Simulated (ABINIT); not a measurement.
**GaP (F-43m): G0W0 in ABINIT against the bands in the screening**

How does the gap of GaP (F-43m) converge in the bands in the screening?

Program: ABINIT 10.8.3. Level of theory: PBE and many-body steps on it, plane waves. Results are calculated unless marked as measured.

## Step 1: Starting point

It takes space group F-43m (No. 216, cubic). Conventional cell: a = 5.450 Å, b = 5.450 Å, c = 5.450 Å, α = 90.00°, β = 90.00°, γ = 90.00°. Ga has 4 P at 2.36 Å nearest. Nearest to P lie 4 Ga at 2.36 Å. Farther neighbours are not listed.

The cell and positions come from the Crystallography Open Database and are kept as given unless a step says otherwise.

## Step 2: Screening, 4×4×4 mesh, 17 bands, screening to 106.1 eV

This step: ABINIT 10.8.3; RPA screening on PBE, plane waves, norm-conserving pseudopotentials.

The RPA dielectric matrix is built and inverted for each q.

Contents of run.abi:

```
acell 3*1.0 Angstrom
rprim 
  0.000000000000 2.725250000000 2.725250000000
  2.725250000000 0.000000000000 2.725250000000
  2.725250000000 2.725250000000 0.000000000000
ntypat 2
znucl 31 15
natom 2
typat 1 2
xred 
  0.000000000000 0.000000000000 0.000000000000
  0.250000000000 0.250000000000 0.250000000000
pp_dirpath "pseudos"
pseudos "Ga.upf, P.upf"
ecut 36
ngkpt 4 4 4
nshiftk 1
shiftk 0 0 0
kptopt 1
chksymbreak 0
istwfk *1
occopt 1
irdwfk 1
optdriver 3
nband 17
ecuteps 3.9
inclvkb 2
awtr 1
symchi 1
indata_prefix "in"
outdata_prefix "out"
tmpdata_prefix "tmp"
```

Command:

```
$ OMP_NUM_THREADS=1 mpirun -n 4 abinit run.abi > log
```

The program printed:

```text
.Version 10.8.3 of ABINIT. v10.8.2 released Aug 2026.

 Symmetries : space group F-4 3 m (#216); Bravais cF (face-center cubic)
[... echo of the input left out ...]
== DATASET  1 ==================================================================
-   mpi_nproc: 4, omp_nthreads: 1 (-1 if OMP is not activated)

--- !DatasetInfo
iteration_state: {dtset: 1, }
dimensions: {natom: 2, nkpt: 8, mband: 17, nsppol: 1, nspinor: 1, nspden: 1, mpw: 2832, }
cutoff_energies: {ecut:  36.0, pawecutdg:  -1.0, }
electrons: {nelect:   1.80000000E+01, charge:   0.00000000E+00, occopt:   1.00000000E+00, tsmear:   1.00000000E-02, }

 SCREENING: Calculation of the susceptibility and dielectric matrices

 Based on a program developped by R.W. Godby, V. Olevano, G. Onida, and L. Reining.
 Incorporated in ABINIT by V. Olevano, G.-M. Rignanese, and M. Torrent.
.Using double precision arithmetic ; gwpc =  8

[... cell and pseudopotentials left out ...]
--------------------------------------------------------------------------------

 ==== K-mesh for the wavefunctions ====
 Number of points in the irreducible wedge :     8
[... list of points left out ...]
 Together with 24 symmetry operations and time-reversal symmetry
 yields    64 points in the full Brillouin Zone.

 ==== Q-mesh for the screening function ====
 Number of points in the irreducible wedge :     8
[... list of points left out ...]
 Together with 24 symmetry operations and time-reversal symmetry
 yields    64 points in the full Brillouin Zone.

 setmesh: FFT mesh size selected  =    25x   25x   25
          total number of points  =        15625

 vcoul_init : cutoff-mode = AUXILIARY_FUNCTION
 q-points for optical limit:   1
     1)      0.000010    0.000020    0.000030

- screening: taking advantage of time-reversal symmetry
- Maximum band index for partially occupied states nbvw = 9
- Remaining bands to be divided among processors   nbcw = 8
- Number of bands treated by each node ~2

 Number of electrons calculated from density =   18.0000; Expected =   18.0000
 average of density, n =  0.065891
 r_s =    1.5359
 omega_plasma =   24.7610 [eV]

 calculating chi0 at frequencies [eV] :
  1    0.000000E+00    0.000000E+00
  2    0.000000E+00    2.476105E+01

--------------------------------------------------------------------------------
  q-point number  1        q = ( 0.000000, 0.000000, 0.000000) [r.l.u.]
--------------------------------------------------------------------------------
[... chi0 elements left out ...]
 For q-point:  0.000010 0.000020 0.000030
  dielectric constant =  17.8137
  dielectric constant without local fields =  19.5288

  Average fulfillment of the sum rule on Im[epsilon] for q-point    1 :     12.27  [%]
[... wings left out ...]
  q-point number  2        q = ( 0.250000, 0.000000, 0.000000) [r.l.u.]
--------------------------------------------------------------------------------
[... chi0 elements left out ...]
  Average fulfillment of the sum rule on Im[epsilon] for q-point    2 :     35.81  [%]

 [... 6 further q-points ...]
```

It took 3.4 s on 4 MPI ranks of Arm Neoverse V1, shared host; peak memory 0.39 GiB.

This step gave:

```yaml
eps_infinity_with_local_fields_on_this_mesh_along_the_program_s_q_direction: 17.81
the_same_without_local_fields: 19.53
plasma_frequency: 24.76 eV
plane_waves_in_the_screening_matrix: 113
```

Local fields lower ε∞ by 9 %. On a Γ-centred mesh this coarse the value itself is usually too large, while a short band sum pulls it down.

## Step 3: 17 bands

The self-energy is evaluated for the states that the input lists, and the levels follow from it, in one-shot runs by the linearised quasiparticle equation.

This step: G0W0 on PBE, plane waves, norm-conserving pseudopotentials.

run.abi: that of step 2 with these lines changed.

```diff
@@ -23,8 +23,17 @@
 irdwfk 1
-optdriver 3
-nband 17
+optdriver 4
+nband 32
+gwcalctyp 0
+ecutsigx 36
+symsigma 1
+nkptgw 2
+kptgw 
+  0.0000000000 0.0000000000 0.0000000000
+  0.5000000000 0.5000000000 0.0000000000
+bdgw 
+  7 13
+  8 11
 ecuteps 3.9
-inclvkb 2
-awtr 1
-symchi 1
+irdscr 1
+ppmodel 1
 indata_prefix "in"
```

The program printed:

```text
.Version 10.8.3 of ABINIT. v10.8.2 released Aug 2026.

 Symmetries : space group F-4 3 m (#216); Bravais cF (face-center cubic)
[... echo of the input left out ...]
== DATASET  1 ==================================================================
-   mpi_nproc: 4, omp_nthreads: 1 (-1 if OMP is not activated)

--- !DatasetInfo
iteration_state: {dtset: 1, }
dimensions: {natom: 2, nkpt: 8, mband: 32, nsppol: 1, nspinor: 1, nspden: 1, mpw: 2832, }
cutoff_energies: {ecut:  36.0, pawecutdg:  -1.0, }
electrons: {nelect:   1.80000000E+01, charge:   0.00000000E+00, occopt:   1.00000000E+00, tsmear:   1.00000000E-02, }

 SIGMA: Calculation of the GW corrections

 Based on a program developped by R.W. Godby, V. Olevano, G. Onida, and L. Reining.
 Incorporated in ABINIT by V. Olevano, G.-M. Rignanese, and M. Torrent.
.Using double precision arithmetic ; gwpc =  8

[... cell and pseudopotentials left out ...]
--------------------------------------------------------------------------------

 ==== K-mesh for the wavefunctions ====
 Number of points in the irreducible wedge :     8
[... list of points left out ...]
 Together with 24 symmetry operations and time-reversal symmetry
 yields    64 points in the full Brillouin Zone.

 ==== Q-mesh for screening function ====
 Number of points in the irreducible wedge :     8
[... list of points left out ...]
 Together with 24 symmetry operations and time-reversal symmetry
 yields    64 points in the full Brillouin Zone.

 vcoul_init : cutoff-mode = AUXILIARY_FUNCTION
 q-points for optical limit:   1
     1)      0.000010    0.000020    0.000030
 setmesh: FFT mesh size selected  =    40x   40x   40
          total number of points  =        64000

 Number of electrons calculated from density =   18.0000; Expected =   18.0000
 average of density, n =  0.065891
 r_s =    1.5359
 omega_plasma =   24.7610 [eV]

 === KS Band Gaps ===
  >>>> For spin  1
   Minimum direct gap =   1.8169 [eV], located at k-point      :   0.0000  0.0000  0.0000
   Fundamental gap    =   1.6526 [eV], Top of valence bands at :   0.0000  0.0000  0.0000
                                       Bottom of conduction at :   0.5000  0.5000  0.0000
 SIGMA fundamental parameters:
 PLASMON POLE MODEL  1
 number of plane-waves for SigmaX                 2741
 number of plane-waves for SigmaC and W            113
 number of plane-waves for wavefunctions          2741
 number of bands                                    32
 number of independent spin polarizations            1
 number of spinorial components                      1
 number of k-points in IBZ                           8
 number of q-points in IBZ                           8
 number of symmetry operations                      24
 number of k-points in BZ                           64
 number of q-points in BZ                           64
 number of frequencies for dSigma/dE                 9
 frequency step for dSigma/dE [eV]                0.25
 number of omega for Sigma on real axis              0
 max omega for Sigma on real axis  [eV]           0.00
 zcut for avoiding poles [eV]                     0.10

 EPSILON^-1 parameters (SCR file):
 dimension of the eps^-1 matrix on file            113
 dimension of the eps^-1 matrix used               113
 number of plane-waves for wavefunctions          2741
 number of bands                                    17
 number of q-points in IBZ                           8
 number of frequencies                               2
 number of real frequencies                          1
 number of imag frequencies                          1

 matrix elements of self-energy operator (all in [eV])

 Perturbative Calculation

--- !SelfEnergy_ee
iteration_state: {dtset: 1, }
kpoint     : [   0.000,    0.000,    0.000, ]
spin       : 1
KS_gap     :    1.817
QP_gap     :    2.465
Delta_QP_KS:    0.648
data: !SigmaeeData |
     Band     E0 <VxcDFT>   SigX SigC(E0)      Z dSigC/dE  Sig(E)    E-E0       E
        7   4.357 -12.838 -14.651   1.974   0.781  -0.280 -12.712   0.126   4.483
        8   4.357 -12.838 -14.651   1.974   0.781  -0.280 -12.712   0.126   4.483
        9   4.357 -12.838 -14.651   1.974   0.781  -0.280 -12.712   0.126   4.483
       10   6.174 -12.306  -7.906  -3.419   0.789  -0.268 -11.532   0.774   6.948
       11   8.244 -10.862  -6.778  -3.351   0.795  -0.258 -10.279   0.583   8.828
       12   8.244 -10.862  -6.778  -3.351   0.795  -0.258 -10.279   0.583   8.828
       13   8.244 -10.862  -6.778  -3.351   0.795  -0.258 -10.279   0.583   8.828

--- !SelfEnergy_ee
iteration_state: {dtset: 1, }
kpoint     : [   0.500,    0.500,    0.000, ]
spin       : 1
KS_gap     :    4.335
QP_gap     :    5.147
Delta_QP_KS:    0.811
data: !SigmaeeData |
     Band     E0 <VxcDFT>   SigX SigC(E0)      Z dSigC/dE  Sig(E)    E-E0       E
        8   1.674 -11.507 -14.675   2.806   0.768  -0.301 -11.786  -0.278   1.396
        9   1.674 -11.507 -14.675   2.806   0.768  -0.301 -11.786  -0.278   1.396
       10   6.010  -9.355  -5.501  -3.194   0.808  -0.237  -8.822   0.533   6.543
       11   6.179 -10.511  -6.390  -3.212   0.801  -0.249  -9.783   0.728   6.908

== END DATASET(S) ==============================================================
================================================================================

 -outvars: echo values of variables after computation  --------
           etotal      0.0000000000E+00
            nband          32
             nkpt           8
          spgroup         216
 [... the other variables as echoed above ...]

 Calculation completed.
```

It took 3.5 s on 4 MPI ranks; peak memory 0.49 GiB.

This step gave:

- G0W0 gap on the points computed: 2.060 eV
- starting gap on the mesh: 1.653 eV
- k of the valence top: 0, 0, 0
- k of the conduction bottom: 0.5, 0.5, 0
- Z at the valence top: 0.781
- Z at the conduction bottom: 0.808
- least direct G0W0 gap on the computed points: 2.465 eV

The gap on the mesh goes from 1.65 eV to 2.06 eV, a correction of +0.41 eV.

## Step 4: Screening, 4×4×4 mesh, 32 bands, screening to 106.1 eV

This step: RPA screening on PBE, plane waves, norm-conserving pseudopotentials.

run.abi: that of step 3 with these lines changed.

```diff
@@ -23,17 +23,8 @@
 irdwfk 1
-optdriver 4
+optdriver 3
 nband 32
-gwcalctyp 0
-ecutsigx 36
-symsigma 1
-nkptgw 2
-kptgw 
-  0.0000000000 0.0000000000 0.0000000000
-  0.5000000000 0.5000000000 0.0000000000
-bdgw 
-  7 13
-  8 11
 ecuteps 3.9
-irdscr 1
-ppmodel 1
+inclvkb 2
+awtr 1
+symchi 1
 indata_prefix "in"
```

The program printed:

```text
.Version 10.8.3 of ABINIT. v10.8.2 released Aug 2026.

 Symmetries : space group F-4 3 m (#216); Bravais cF (face-center cubic)
[... echo of the input left out ...]
== DATASET  1 ==================================================================
-   mpi_nproc: 4, omp_nthreads: 1 (-1 if OMP is not activated)

--- !DatasetInfo
iteration_state: {dtset: 1, }
dimensions: {natom: 2, nkpt: 8, mband: 32, nsppol: 1, nspinor: 1, nspden: 1, mpw: 2832, }
cutoff_energies: {ecut:  36.0, pawecutdg:  -1.0, }
electrons: {nelect:   1.80000000E+01, charge:   0.00000000E+00, occopt:   1.00000000E+00, tsmear:   1.00000000E-02, }

 SCREENING: Calculation of the susceptibility and dielectric matrices

 Based on a program developped by R.W. Godby, V. Olevano, G. Onida, and L. Reining.
 Incorporated in ABINIT by V. Olevano, G.-M. Rignanese, and M. Torrent.
.Using double precision arithmetic ; gwpc =  8

[... cell and pseudopotentials left out ...]
--------------------------------------------------------------------------------

 ==== K-mesh for the wavefunctions ====
 Number of points in the irreducible wedge :     8
[... list of points left out ...]
 Together with 24 symmetry operations and time-reversal symmetry
 yields    64 points in the full Brillouin Zone.

 ==== Q-mesh for the screening function ====
 Number of points in the irreducible wedge :     8
[... list of points left out ...]
 Together with 24 symmetry operations and time-reversal symmetry
 yields    64 points in the full Brillouin Zone.

 setmesh: FFT mesh size selected  =    25x   25x   25
          total number of points  =        15625

 vcoul_init : cutoff-mode = AUXILIARY_FUNCTION
 q-points for optical limit:   1
     1)      0.000010    0.000020    0.000030

- screening: taking advantage of time-reversal symmetry
- Maximum band index for partially occupied states nbvw = 9
- Remaining bands to be divided among processors   nbcw = 23
- Number of bands treated by each node ~5

 Number of electrons calculated from density =   18.0000; Expected =   18.0000
 average of density, n =  0.065891
 r_s =    1.5359
 omega_plasma =   24.7610 [eV]

 calculating chi0 at frequencies [eV] :
  1    0.000000E+00    0.000000E+00
  2    0.000000E+00    2.476105E+01

--------------------------------------------------------------------------------
  q-point number  1        q = ( 0.000000, 0.000000, 0.000000) [r.l.u.]
--------------------------------------------------------------------------------
[... chi0 elements left out ...]
 For q-point:  0.000010 0.000020 0.000030
  dielectric constant =  17.9534
  dielectric constant without local fields =  19.5734

  Average fulfillment of the sum rule on Im[epsilon] for q-point    1 :     32.41  [%]
[... wings left out ...]
  q-point number  2        q = ( 0.250000, 0.000000, 0.000000) [r.l.u.]
--------------------------------------------------------------------------------
[... chi0 elements left out ...]
  Average fulfillment of the sum rule on Im[epsilon] for q-point    2 :     46.65  [%]

 [... 6 further q-points ...]
```

Elapsed: 5.1 s, on 4 MPI ranks; peak memory 0.42 GiB; 20 s of CPU time.

This step gave:

```yaml
eps_infinity_with_local_fields_on_this_mesh_along_the_program_s_q_direction: 17.95
the_same_without_local_fields: 19.57
plasma_frequency: 24.76 eV
plane_waves_in_the_screening_matrix: 113
```

(Continued in part 2 of 2.)

[Paths, hosts, dates, memory and timing lines, banners, echoed tables and standing remarks are left out of the program output.]

[Logs are printed without paths, hosts, clocks, repeated set-up lines and the standing remarks that a program may print on its own settings, such as how far it seeks lower states.]

[Runs of the session that timed out or met a known fault of the program may be left out.]

[Hosts, paths, dates, database ids (printed as entryN), source tags and the programs' standing remarks are cut or masked in the printed files.]

[G0W0 gaps are taken among the corrected bands and points alone; a level outside them can change the order at an edge.]

[Where Ansatz stands beside ABINIT at settings called matched, ABINIT's density can come from a denser mesh and the files from another edition; pairs whose starting gaps differed by over 0.03 eV were left out, so agreement reads better than it is.]
